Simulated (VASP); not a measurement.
# InAs (F-43m) in VASP: further runs, part 2 of 3

VASP 6.6.1. Earlier steps stand in the parts before.

### 4 Single point, PBE

This run uses another cell than the first one, of 29.63 Å³/atom.

INCAR reads:

```
SYSTEM = InAs
ALGO     = Normal         ! electronic algorithm
EDIFF    = 1E-6           ! SCF threshold, eV
ENCUT    = 520            ! plane-wave cutoff, eV
GGA      = PE             ! functional
ISIF     = 2              ! what is computed and relaxed
ISMEAR   = -1             ! smearing method
LASPH    = .True.         ! aspherical terms in the spheres
LCHARG   = .False.        ! write CHGCAR
LREAL    = .False.        ! projectors in reciprocal space
LWAVE    = .False.        ! write WAVECAR
NBANDS   = 16             ! bands
NELM     = 100            ! most SCF steps
PREC     = Accurate       ! precision mode
SIGMA    = 0.02           ! smearing width, eV
```

KPOINTS reads:

```
k-points
0
Gamma
  6 6 6
  0 0 0
```

POSCAR reads:

```
InAs
1.0
    0.0000000000      3.0944669362      3.0944669362
    3.0944669362      0.0000000000      3.0944669362
    3.0944669362      3.0944669362      0.0000000000
In As
1 1
Direct
    0.0000000000      0.0000000000      0.0000000000
    0.2500000000      0.2500000000      0.2500000000
```

Potentials or basis: VASP PAW PBE potentials, release 64 (In_d, As).

The run is started by

```
$ cat potpaw_PBE.64/In_d/POTCAR potpaw_PBE.64/As/POTCAR > POTCAR
$ mpirun -np 1 vasp_std > vasp.out
```

OUTCAR:

```text
SYSTEM = InAs
   EDIFF = 1E-6
   ENCUT = 520
   GGA = PE
   ISIF = 2
   ISMEAR = -1
   LASPH = .True.
   LREAL = .False.
   NELM = 100
   PREC = Accurate

 ion  position               nearest neighbor table
   1  0.000  0.000  0.000-   2 2.68   2 2.68   2 2.68   2 2.68
   2  0.250  0.250  0.250-   1 2.68   1 2.68   1 2.68   1 2.68

  LATTYP: Found a face centered cubic cell.
 ALAT       =     6.1889338724

  Lattice vectors:

 A1 = (   0.0000000000,   3.0944669362,   3.0944669362)
 A2 = (   3.0944669362,   0.0000000000,   3.0944669362)
 A3 = (   3.0944669362,   3.0944669362,   0.0000000000)

Analysis of symmetry for initial positions (statically):
=====================================================================
 Subroutine PRICEL returns:
 Original cell was already a primitive cell.

 Routine SETGRP: Setting up the symmetry group for a
 face centered cubic supercell.

 Subroutine GETGRP returns: Found 24 space group operations
 (whereof 24 operations were pure point group operations)
 out of a pool of 48 trial point group operations.

The static configuration has the point symmetry T_d .

Analysis of symmetry for dynamics (positions and initial velocities):
=====================================================================
 Subroutine PRICEL returns:
 Original cell was already a primitive cell.

 Routine SETGRP: Setting up the symmetry group for a
 face centered cubic supercell.

 Subroutine GETGRP returns: Found 24 space group operations
 (whereof 24 operations were pure point group operations)
 out of a pool of 48 trial point group operations.

The dynamic configuration has the point symmetry T_d .

 Subroutine INISYM returns: Found 24 space group operations
 (whereof 24 operations are pure point group operations),
 and found     1 'primitive' translations

----------------------------------------------------------------------------------------

                                     Primitive cell

  volume of cell :      59.2635

  direct lattice vectors                    reciprocal lattice vectors
     0.000000000  3.094466936  3.094466936    -0.161578718  0.161578718  0.161578718
     3.094466936  0.000000000  3.094466936     0.161578718 -0.161578718  0.161578718
     3.094466936  3.094466936  0.000000000     0.161578718  0.161578718 -0.161578718

  length of vectors
     4.376237109  4.376237109  4.376237109     0.279862549  0.279862549  0.279862549

  position of ions in fractional coordinates (direct lattice)
     0.000000000  0.000000000  0.000000000
     0.250000000  0.250000000  0.250000000

  ion indices of the primitive-cell ions
   primitive index   ion index
                 1           1
                 2           2

----------------------------------------------------------------------------------------

 KPOINTS: k-points

Automatic generation of k-mesh.
 Grid dimensions read from file:
 generate k-points for:    6    6    6

 Generating k-lattice:

  Cartesian coordinates                     Fractional coordinates (reciprocal lattice)
    -0.026929786  0.026929786  0.026929786     0.166666667  0.000000000  0.000000000
     0.026929786 -0.026929786  0.026929786     0.000000000  0.166666667  0.000000000
     0.026929786  0.026929786 -0.026929786     0.000000000  0.000000000  0.166666667

  Length of vectors
     0.046643758  0.046643758  0.046643758

  Shift w.r.t. Gamma in fractional coordinates (k-lattice)
     0.000000000  0.000000000  0.000000000

 Subroutine IBZKPT returns following result:
 ===========================================

 Found     16 irreducible k-points:

 Following reciprocal coordinates:
            Coordinates               Weight
  0.000000  0.000000  0.000000      1.000000
  0.166667  0.000000  0.000000      8.000000
  0.333333  0.000000  0.000000      8.000000
  0.500000  0.000000  0.000000      4.000000
  0.166667  0.166667  0.000000      6.000000
  0.333333  0.166667  0.000000     24.000000
[... 8 lines left out ...]
 -0.333333  0.333333  0.166667     24.000000
 -0.333333  0.500000  0.166667     12.000000
   k-points           NKPTS =     16   k-points in BZ     NKDIM =     16   number of bands    NBANDS=     16
   number of dos      NEDOS =    301   number of ions     NIONS =      2
   total plane-waves  NPLWV =  46656
   dimension x,y,z NGX =    36 NGY =   36 NGZ =   36
   dimension x,y,z NGXF=    72 NGYF=   72 NGZF=   72
   ions per type =               1   1
   NGX,Y,Z   is equivalent  to a cutoff of  13.68, 13.68, 13.68 a.u.
   NGXF,Y,Z  is equivalent  to a cutoff of  27.35, 27.35, 27.35 a.u.
 SYSTEM =  InAs
   PREC   = accura    normal or accurate (medium, high low for compatibility)
   ISTART =      0    job   : 0-new  1-cont  2-samecut
   ICHARG =      2    charge: 1-file 2-atom 10-const
   ISPIN  =      1    spin polarized calculation?
   LNONCOLLINEAR =      F non collinear calculations
   LSORBIT =      F    spin-orbit coupling
   LASPH  =      T    aspherical Exc in radial PAW
   ENCUT  =  520.0 eV  38.22 Ry    6.18 a.u.   8.14  8.14  8.14*2*pi/ulx,y,z
   NELM   =    100;   NELMIN=  2; NELMDL= -5     # of ELM steps
   EDIFF  = 0.1E-05   stopping-criterion for ELM
   LREAL  =      F    real-space projection
   EDIFFG = 0.1E-04   stopping-criterion for IOM
   NSW    =      0    number of steps for IOM
   IBRION =     -1    ionic relax: 0-MD 1-quasi-New 2-CG
   NFREE  =      0    steps in history (QN), initial steepest desc. (CG)
   ISIF   =      2    stress and relaxation
   ISYM   =      2    0-nonsym 1-usesym 2-fastsym
   POTIM  = 0.5000    time-step for ionic-motion
   TEBEG  =    0.0;   TEEND  =   0.0 temperature during run
   PSTRESS=    0.0 pullay stress
   NELECT =      18.0000    total number of electrons
   NUPDOWN=      -1.0000    fix difference up-down
   EMIN   =  10.00;   EMAX   =-10.00  energy-range for DOS
   EFERMI =   0.00;   METHOD = LEGACY
   ISMEAR =    -1;   SIGMA  =   0.02  broadening in eV -4-tet -1-fermi 0-gaus
   EFERMI_NEDOS =   21; number of points for ismear=-14 and -15
   IALGO  =     38    algorithm
   IMIX   =      4    mixing-type and parameters
     AMIX     =   0.40;   BMIX     =  1.00
     AMIX_MAG =   1.60;   BMIX_MAG =  1.00
  volume/ion in A,a.u.               =      29.63       199.97
  Fermi-wavevector in a.u.,A,eV,Ry     =   1.100449  2.079547 16.476484  1.210987
  Thomas-Fermi vector in A             =   2.236860
   LORBIT       =      0    0 simple, 1 ext, 2 COOP (PROOUT), +10 PAW based schemes
   GGA     = PE    functional components
[... 5 lines left out ...]
 non-spin polarized calculation
  energy-cutoff  :      520.00
  volume of cell :       59.26
 maximum number of plane-waves:      1639
 NGX is ok and might be reduce to    36
   NGX = 17   NGY = 17   NGZ = 17

 number of electron      17.9999997 magnetization

 Free energy of the ion-electron system (eV)
  ---------------------------------------------------
  ext. energy  EPLUGINS =         0.00000000
  ---------------------------------------------------
  free energy    TOTEN  =        -7.70253443 eV

  energy without entropy =       -7.70218079  energy(sigma->0) =       -7.70235761

 E-fermi :   3.8512     XC(G=0):  -8.7879

 val. band max:        3.8373662899   @ k =   0.0000   0.0000   0.0000
 cond. band min:       4.6433655207   @ k =   0.5000   0.0000   0.0000
 fundamental gap:      0.8059992309
 Fermi energy:         3.8512293473

 k-point     1 :       0.0000    0.0000    0.0000
  band No.  band energies     occupation
      1     -10.4359      2.00000
      2     -10.4359      2.00000
      3     -10.4359      2.00000
      4     -10.3369      2.00000
      5     -10.3369      2.00000
      6      -7.5971      2.00000
[... 8 lines left out ...]
     15      13.3349      0.00000
     16      13.3349      0.00000

 k-point     2 :       0.1667    0.0000    0.0000
  band No.  band energies     occupation
      1     -10.4603      2.00000
      2     -10.4283      2.00000
      3     -10.4283      2.00000
      4     -10.3367      2.00000
      5     -10.3367      2.00000
      6      -7.3494      2.00000
[... 8 lines left out ...]
     15      12.3400      0.00000
     16      12.3400      0.00000
[... 235 lines left out ...]
      5     -10.3305      2.00000
      6      -5.9713      2.00000
[... 8 lines left out ...]
     15      14.3855      0.00000
     16      15.2097      0.00000

 k-point    16 :      -0.3333    0.5000    0.1667
  band No.  band energies     occupation
      1     -10.5625      2.00000
      2     -10.3909      2.00000
      3     -10.3768      2.00000
      4     -10.3533      2.00000
      5     -10.3260      2.00000
      6      -5.8356      2.00000
[... 8 lines left out ...]
     15      15.0693      0.00000
     16      15.3590      0.00000

------------------------ aborting loop because EDIFF is reached ----------------------------------------

  FORCE on cell =-STRESS in cart. coord.  units (eV):
  Direction    XX          YY          ZZ          XY          YZ          ZX
  --------------------------------------------------------------------------------------
  -------------------------------------------------------------------------------------
  Total        0.0165753      0.0165753      0.0165753      0.0000000      0.0000000      0.0000000
  in kB        0.4481107      0.4481107      0.4481107      0.0000000      0.0000000      0.0000000
  external PRESSURE =       0.4481107 kB  Pullay stress =       0.0000000 kB

 VOLUME and BASIS-vectors are now :
 -----------------------------------------------------------------------------
  energy-cutoff  :      520.00
  volume of cell :       59.26
      direct lattice vectors                 reciprocal lattice vectors
     0.000000000  3.094466936  3.094466936    -0.161578718  0.161578718  0.161578718
     3.094466936  0.000000000  3.094466936     0.161578718 -0.161578718  0.161578718
     3.094466936  3.094466936  0.000000000     0.161578718  0.161578718 -0.161578718

 POSITION                                       TOTAL-FORCE (eV/Angst)
 -----------------------------------------------------------------------------------
      0.00000      0.00000      0.00000        -0.000000      0.000000     -0.000000
      1.54723      1.54723      1.54723         0.000000     -0.000000      0.000000
 -----------------------------------------------------------------------------------
    total drift:                               -0.000000     -0.000000     -0.000000

  FREE ENERGIE OF THE ION-ELECTRON SYSTEM (eV)
  ---------------------------------------------------
  free  energy   TOTEN  =        -7.7025344307 eV

  energy  without entropy=       -7.7021807928  energy(sigma->0) =       -7.70235761
```

It took 7.8 s on 1 thread of Intel Xeon 6975P-C (Granite Rapids), shared host; peak memory 0.2 GiB.

What came out:

* Free energy: -7.7025 eV
* Pressure: 0.0 GPa
* Band gap on the k mesh: zero (filled and empty bands touch)

Levels at points of the mesh, in eV from the Fermi level:
```tsv
k point	band 5	band 6	band 7	band 8	band 9	band 10	band 11	band 12	band 13	band 14
(0.00, 0.00, 0.00)	-14.19	-11.45	-0.56	-0.01	-0.01	-0.01	3.85	3.85	3.85	7.26
(0.50, 0.00, 0.00)	-14.18	-10.18	-5.45	-0.91	-0.91	0.79	4.61	4.61	6.73	8.67
(0.50, 0.50, 0.00)	-14.17	-9.71	-5.57	-2.11	-2.11	1.64	2.02	8.74	8.77	8.77
```

Caveat: semilocal functionals underestimate gaps, so a narrow gap can read as zero; spin-orbit coupling is left out, which moves the levels of the heavy elements.

(Part 2 of 3 ends here.)
